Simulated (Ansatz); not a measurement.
HfC:

```
CELL_PARAMETERS angstrom
-1.39667 2.49718 1.84734
1.39667 -2.49718 1.84734
1.39667 2.49718 -1.84734
ATOMIC_POSITIONS crystal
Hf 0.98471 0.98471 0.00000
C 0.67945 0.17945 0.50000
```

The cell was built by a generator and needn't be a form met in nature.

```yaml
Program: Ansatz 0.2.0
Task: relaxation of cell and atoms
Functional: LDA
Potentials_or_basis: Ansatz PAW
Cutoff: "420 eV (not typed: the program's choice for these potentials)"
k_mesh: 12 × 12 × 12
Occupations: fermi-dirac, width 0.05 eV
Spin: no spin polarisation
```

At the start: volume 12.89 Å³/atom.

Question: How do energy, volume and symmetry change on relaxing?

Answer: It ends after 11 steps and the volume is 11.95 Å³/atom (-7.2 %); space group Fm-3m (No. 225, to 0.05 Å).

The path:
| step | energy change (eV) | largest force (eV/Å) | volume (Å³) |
| --- | --- | --- | --- |
| 1 | 0.0000 | 10.8944 | 25.77 |
| 2 | -2.1898 | 5.2419 | 26.12 |
| 3 | -3.4275 | 3.1270 | 24.47 |
| 4 | -4.0204 | 1.6811 | 23.14 |
| 5 | -4.2222 | 0.0027 | 23.87 |
| 6 | -4.2233 | 0.0007 | 23.89 |
| 7 | -4.2233 | 0.0000 | 23.88 |
| 8 | -4.2340 | 0.0001 | 23.88 |
| 9 | -4.2343 | 0.0003 | 23.91 |
| 10 | -4.2343 | 0.0000 | 23.91 |
| 11 | -4.2344 | 0.0000 | 23.91 |

Final structure:
```
Hf C
1.0
    -1.61680    2.28655    1.61688
     1.61680   -2.28655    1.61688
     1.61680    2.28655   -1.61688
Hf C
1 1
Direct
  0.08208 0.08208 0.00000
  0.58208 0.08208 0.50000
```

Caveat: the plane-wave basis is chosen anew once the cell has moved, so the energies of steps on either side of that aren't comparable; the pressure holds a Pulay correction of +0.3 GPa for the finite cutoff; the PAW data sets come from PBE, with cores solved anew for the run's functional, which leaves a small shift of forces and pressure.
